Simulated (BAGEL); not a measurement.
# C5H8O2 (methyl methacrylate): HF/STO-3G (density fitting with cc-pvqz-jkfit)

What is the energy change on altering one bond length of C5H8O2 (methyl methacrylate) at HF/STO-3G (density fitting with cc-pvqz-jkfit)? 

The calculation is run with BAGEL 1.2.2.

## 1. The structure to begin with

C5H8O2: 15 atoms, total charge 0, spin state singlet. As SMILES, `C=C(C)C(=O)OC`. The coordinates come from a PBE0-D4/def2-TZVP relaxation. This is one conformer, not always the lowest.

Bond lengths: C1–C2 1.330 Å, C2–C3 1.494 Å, C2–C4 1.491 Å, C4–O5 1.204 Å, C4–O6 1.341 Å, O6–C7 1.422 Å, C1–H8 1.084 Å, C1–H9 1.083 Å, C3–H10 1.093 Å, C3–H11 1.093 Å, C3–H12 1.090 Å, C7–H13 1.091 Å, C7–H14 1.088 Å, C7–H15 1.091 Å. Some angles: C1–C2–C3 124.0°, C1–C2–C4 116.9°, C3–C2–C4 119.0°, C2–C4–O5 125.6°, C2–C4–O6 111.4°, O5–C4–O6 123.0°, C4–O6–C7 115.1°, C2–C1–H8 121.3°, C2–C1–H9 120.3°, C2–C3–H10 111.1°.

## 2. The energy at HF/STO-3G (density fitting with cc-pvqz-jkfit)

job.json reads:

```json
{ "bagel" : [

{
  "title" : "molecule",
  "basis" : "sto-3g",
  "df_basis" : "cc-pvqz-jkfit",
  "angstrom" : true,
  "geometry" : [
    { "atom" : "C", "xyz" : [      -2.115470,       0.766080,       0.491160 ] },
    { "atom" : "C", "xyz" : [      -0.980280,       0.074110,       0.472930 ] },
    { "atom" : "C", "xyz" : [      -0.703860,      -1.102000,       1.351370 ] },
    { "atom" : "C", "xyz" : [       0.066050,       0.518890,      -0.491900 ] },
    { "atom" : "O", "xyz" : [      -0.031390,       1.446280,      -1.252800 ] },
    { "atom" : "O", "xyz" : [       1.161360,      -0.251450,      -0.416360 ] },
    { "atom" : "C", "xyz" : [       2.212190,       0.104920,      -1.305790 ] },
    { "atom" : "H", "xyz" : [      -2.923090,       0.503830,       1.164690 ] },
    { "atom" : "H", "xyz" : [      -2.251020,       1.610120,      -0.173900 ] },
    { "atom" : "H", "xyz" : [      -0.492270,      -1.995320,       0.759000 ] },
    { "atom" : "H", "xyz" : [       0.174660,      -0.928530,       1.977370 ] },
    { "atom" : "H", "xyz" : [      -1.558440,      -1.305430,       1.997330 ] },
    { "atom" : "H", "xyz" : [       1.876680,       0.039980,      -2.341850 ] },
    { "atom" : "H", "xyz" : [       3.014700,      -0.605400,      -1.119350 ] },
    { "atom" : "H", "xyz" : [       2.550210,       1.123900,      -1.111900 ] }
  ]
},

{
  "title" : "hf"
},

{
  "title" : "print",
  "file" : "orbitals.molden",
  "orbitals" : true
}

]}
```

The run is started by

```sh
$ BAGEL_NUM_THREADS=1 BAGEL job.json > job.out
```

Output:

```text
* using 1 threads per process

  ===============================================================
  ===============================================================

  *** Geometry ***

  { "atom" : "C", "xyz" : [     -3.997659,      1.447681,      0.928158 ] },
  { "atom" : "C", "xyz" : [     -1.852461,      0.140048,      0.893708 ] },
  { "atom" : "C", "xyz" : [     -1.330103,     -2.082478,      2.553719 ] },
  { "atom" : "C", "xyz" : [      0.124816,      0.980560,     -0.929556 ] },
  { "atom" : "O", "xyz" : [     -0.059319,      2.733073,     -2.367449 ] },
  { "atom" : "O", "xyz" : [      2.194652,     -0.475172,     -0.786806 ] },
  { "atom" : "C", "xyz" : [      4.180433,      0.198270,     -2.467585 ] },
  { "atom" : "H", "xyz" : [     -5.523840,      0.952101,      2.200945 ] },
  { "atom" : "H", "xyz" : [     -4.253811,      3.042686,     -0.328623 ] },
  { "atom" : "H", "xyz" : [     -0.930255,     -3.770608,      1.434302 ] },
  { "atom" : "H", "xyz" : [      0.330060,     -1.754667,      3.736688 ] },
  { "atom" : "H", "xyz" : [     -2.945025,     -2.466905,      3.774407 ] },
  { "atom" : "H", "xyz" : [      3.546411,      0.075551,     -4.425455 ] },
  { "atom" : "H", "xyz" : [      5.696957,     -1.144040,     -2.115265 ] },
  { "atom" : "H", "xyz" : [      4.819198,      2.123863,     -2.101186 ] },

  Number of auxiliary basis functions:     1150

  Since a DF basis is specified, we compute 2- and 3-index integrals:
    o Being stored without compression. Storage requirement is 0.017 GB

  Number of basis functions:       43
  Number of electrons      :       54

    * METHOD: MOLECULE                             1.58

  *** RHF ***

  === Nuclear Repulsion ===
   303.1882859910

      * DIIS with orbital gradients will be used.

  === RHF iteration (sto-3g) ===
      0       -339.14648816          0.01734787           0.16
      1       -339.27255424          0.01102593           0.14
      2       -339.32383372          0.00174051           0.13
      3       -339.32625216          0.00065173           0.14
      4       -339.32675752          0.00021907           0.14
      5       -339.32683744          0.00008099           0.13
      6       -339.32684558          0.00003333           0.13
      7       -339.32684670          0.00000543           0.13
      8       -339.32684673          0.00000158           0.13
      9       -339.32684673          0.00000062           0.13
     10       -339.32684673          0.00000023           0.13
     11       -339.32684673          0.00000008           0.14
     12       -339.32684673          0.00000002           0.13
     13       -339.32684673          0.00000001           0.13
    * SCF iteration converged.

    * Permanent dipole moment:
           (   -0.109509,     0.331913,    -0.231604) a.u.

    * METHOD: HF                                   2.18

    * METHOD: PRINT                                0.01

  ===============================================================
```

Wall time 4.2 s (1 thread of AMD EPYC 7R43 (Zen 3), shared host); peak memory 0.15 GiB.

## 3. The distorted shape

hf.json reads:

```json
{ "bagel" : [

{
  "title" : "molecule",
  "basis" : "sto-3g",
  "df_basis" : "cc-pvqz-jkfit",
  "angstrom" : true,
  "geometry" : [
    { "atom" : "C", "xyz" : [   -2.156930,    0.942483,    0.359404 ] },
    { "atom" : "C", "xyz" : [   -1.021740,    0.250513,    0.341174 ] },
    { "atom" : "C", "xyz" : [   -0.703860,   -1.102000,    1.351370 ] },
    { "atom" : "C", "xyz" : [    0.024590,    0.695293,   -0.623656 ] },
    { "atom" : "O", "xyz" : [   -0.072850,    1.622683,   -1.384556 ] },
    { "atom" : "O", "xyz" : [    1.119900,   -0.075047,   -0.548116 ] },
    { "atom" : "C", "xyz" : [    2.170730,    0.281323,   -1.437546 ] },
    { "atom" : "H", "xyz" : [   -2.964550,    0.680233,    1.032934 ] },
    { "atom" : "H", "xyz" : [   -2.292480,    1.786523,   -0.305656 ] },
    { "atom" : "H", "xyz" : [   -0.492270,   -1.995320,    0.759000 ] },
    { "atom" : "H", "xyz" : [    0.174660,   -0.928530,    1.977370 ] },
    { "atom" : "H", "xyz" : [   -1.558440,   -1.305430,    1.997330 ] },
    { "atom" : "H", "xyz" : [    1.835220,    0.216383,   -2.473606 ] },
    { "atom" : "H", "xyz" : [    2.973240,   -0.428997,   -1.251106 ] },
    { "atom" : "H", "xyz" : [    2.508750,    1.300303,   -1.243656 ] }
  ]
},
{ "title" : "hf" },
{ "title" : "print", "file" : "orbitals.molden", "orbitals" : true }

]}
```

The run is started by

```sh
$ BAGEL_NUM_THREADS=1 BAGEL hf.json > hf.out
```

Output:

```text
* using 1 threads per process

  ===============================================================
  ===============================================================

  *** Geometry ***

  { "atom" : "C", "xyz" : [     -4.076007,      1.781035,      0.679175 ] },
  { "atom" : "C", "xyz" : [     -1.930809,      0.473401,      0.644725 ] },
  { "atom" : "C", "xyz" : [     -1.330103,     -2.082478,      2.553719 ] },
  { "atom" : "C", "xyz" : [      0.046468,      1.313913,     -1.178539 ] },
  { "atom" : "O", "xyz" : [     -0.137667,      3.066426,     -2.616432 ] },
  { "atom" : "O", "xyz" : [      2.116304,     -0.141818,     -1.035789 ] },
  { "atom" : "C", "xyz" : [      4.102085,      0.531623,     -2.716568 ] },
  { "atom" : "H", "xyz" : [     -5.602188,      1.285454,      1.951962 ] },
  { "atom" : "H", "xyz" : [     -4.332159,      3.376039,     -0.577606 ] },
  { "atom" : "H", "xyz" : [     -0.930255,     -3.770608,      1.434302 ] },
  { "atom" : "H", "xyz" : [      0.330060,     -1.754667,      3.736688 ] },
  { "atom" : "H", "xyz" : [     -2.945025,     -2.466905,      3.774407 ] },
  { "atom" : "H", "xyz" : [      3.468063,      0.408905,     -4.674438 ] },
  { "atom" : "H", "xyz" : [      5.618609,     -0.810687,     -2.364248 ] },
  { "atom" : "H", "xyz" : [      4.740850,      2.457217,     -2.350169 ] },

  Number of auxiliary basis functions:     1150

  Since a DF basis is specified, we compute 2- and 3-index integrals:
    o Being stored without compression. Storage requirement is 0.017 GB

  Number of basis functions:       43
  Number of electrons      :       54

    * METHOD: MOLECULE                             1.92

  *** RHF ***

  === Nuclear Repulsion ===
   298.1288248492

      * DIIS with orbital gradients will be used.

  === RHF iteration (sto-3g) ===
      0       -339.12510676          0.01736622           0.16
      1       -339.25174178          0.01093183           0.16
      2       -339.30196623          0.00181416           0.16
      3       -339.30452093          0.00067785           0.17
      4       -339.30505175          0.00022562           0.16
      5       -339.30513335          0.00008992           0.17
      6       -339.30514343          0.00003776           0.16
      7       -339.30514497          0.00000578           0.16
      8       -339.30514501          0.00000188           0.15
      9       -339.30514501          0.00000084           0.16
     10       -339.30514501          0.00000028           0.17
     11       -339.30514501          0.00000009           0.16
     12       -339.30514501          0.00000003           0.16
     13       -339.30514501          0.00000001           0.15
     14       -339.30514501          0.00000000           0.16
    * SCF iteration converged.

    * Permanent dipole moment:
           (   -0.109736,     0.354333,    -0.251096) a.u.

    * METHOD: HF                                   2.78

    * METHOD: PRINT                                0.01

  ===============================================================
```

Wall time 5.4 s (1 thread of AMD EPYC 7R43 (Zen 3), shared host); peak memory 0.14 GiB.

## 4. Outcome

At HF/STO-3G (density fitting with cc-pvqz-jkfit):

| quantity | value |
| --- | --- |
| first shape: total energy | -339.32685 Eh |
| first shape: dipole moment | 1.07 D |
| first shape: HOMO energy | -8.32 eV |
| first shape: LUMO energy | 6.64 eV |
| first shape: HOMO–LUMO gap | 14.96 eV |
| distorted shape: total energy | -339.30515 Eh |
| distorted shape: dipole moment | 1.14 D |
| distorted shape: HOMO energy | -8.44 eV |
| distorted shape: LUMO energy | 6.66 eV |
| distorted shape: HOMO–LUMO gap | 15.10 eV |
| energy change with the C2–C3 bond stretched from 1.494 to 1.718 Å | 0.591 eV |

With the C2–C3 bond stretched from 1.494 to 1.718 Å the energy rises by 0.59 eV (57.0 kJ/mol). The first shape isn't relaxed at this level, so the change isn't measured from a minimum. The minimal basis adds a large error of its own.
